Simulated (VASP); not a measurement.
Input of a VASP 6.6.1 run:

POSCAR

```
NaI
4.577
    0.000000000000      0.707100720996      0.707100720996
    0.707100720996      0.000000000000      0.707100720996
    0.707100720996      0.707100720996      0.000000000000
I Na
1 1
Direct
    0.5000000000      0.5000000000      0.5000000000
    0.0000000000      0.0000000000      0.0000000000
```

File INCAR.step1:

```
PREC     = Accurate       # precision mode
ENCUT    = 500            # plane-wave cutoff, eV
EDIFF    = 1E-5           # SCF threshold, eV
ISMEAR   = -5             # smearing method
SIGMA    = 0.05           # smearing width, eV
LREAL    = False          # projectors in reciprocal space
LASPH    = True           # aspherical terms in the spheres
NELM     = 80             # most SCF steps
ALGO     = Normal         # electronic algorithm
ISIF     = 2              # what is computed and relaxed
LWAVE    = True           # write WAVECAR
LCHARG   = False          # write CHGCAR
MAGMOM   = 0 0 0 0 0 0    # initial moments
LSORBIT  = True           # spin-orbit coupling
GGA_COMPAT= False        
NBANDS   = 20             # bands
GGA      = PE             # functional
```

INCAR.step2

```
PREC     = Accurate       # precision mode
ENCUT    = 500            # plane-wave cutoff, eV
EDIFF    = 1E-6           # SCF threshold, eV
ISMEAR   = -5             # smearing method
SIGMA    = 0.05           # smearing width, eV
LREAL    = False          # projectors in reciprocal space
LASPH    = True           # aspherical terms in the spheres
NELM     = 80             # most SCF steps
ALGO     = Normal         # electronic algorithm
ISIF     = 2              # what is computed and relaxed
LWAVE    = False          # write WAVECAR
LCHARG   = False          # write CHGCAR
MAGMOM   = 0 0 0 0 0 0    # initial moments
LORBIT   = 11             # projections on sites
LSORBIT  = True           # spin-orbit coupling
GGA_COMPAT= False        
GGA      = PS             # functional
LHFCALC  = True           # exact exchange
AEXX     = 0.25           # exact-exchange fraction
PRECFOCK = Fast         
NBANDS   = 20             # bands
ISTART   = 1            
NEDOS    = 1001           # points of the DOS
```

The input KPOINTS:

```
regular mesh
0
Gamma
  4 4 4
```

Potentials or basis: VASP PAW PBE potentials, release 64 (I, Na).

Run with:

```console
$ cat potpaw_PBE.64/I/POTCAR potpaw_PBE.64/Na/POTCAR > POTCAR
$ cp INCAR.step1 INCAR
$ mpirun -np 1 vasp_ncl > vasp.out
$ cp INCAR.step2 INCAR
$ mpirun -np 1 vasp_ncl > vasp.out
```

(1) What does it give for the pressure?

Answers

(1) -0.8 GPa.

Caveat: the k mesh is coarse (spacing up to 0.42 Å⁻¹), so the values aren't converged, least of all with exact exchange; the PAW data sets were made with another functional, which shifts forces and pressure a little.
